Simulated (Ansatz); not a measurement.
Here is an Ansatz 0.2.0 calculation.

Contents of input.yaml:

```yaml
crystal:
  lattice:
    - [0.0, 2.1839935596, 2.1839935596]
    - [2.1839935596, 0.0, 2.1839935596]
    - [2.1839935596, 2.1839935596, 0.0]
  atoms:
    - { symbol: Al, position: [0.0, 0.0, 0.0] }
    - { symbol: "N", position: [0.25, 0.25, 0.25] }
hamiltonian:
  xc: pbe
  pseudopotentials: { kind: paw }
kpoints:
  mp_grid: { grid: [10, 10, 10] }
scf:
  occupations: { method: fixed }
output:
  eigenvalues: true
dielectric:
  method: response
```

Potentials or basis: Ansatz PAW.

The run is started by

```sh
$ ansatz run input.yaml --threads 2 --pin off --max-ram 5120MiB --backend cpu --events-out ev --progress --plain --runs-dir out
```

Question: What does it give for the electronic dielectric tensor (diagonal)?

Answer: 4.58.

Question: What does it give for the Born charges (mean of the diagonal)?

Answer: Al +2.55; N -2.55 e.

Question: Predict the band gap on the k mesh.

Answer: 3.33 eV, indirect (least direct gap 4.19 eV).

Born effective charge tensors (e):
atom 1, Al
```
2.55 0.00 0.00
0.00 2.55 0.00
0.00 0.00 2.55
```
atom 2, N
```
-2.55  0.00  0.00
 0.00 -2.55  0.00
 0.00  0.00 -2.55
```

A k mesh can miss the band edges.
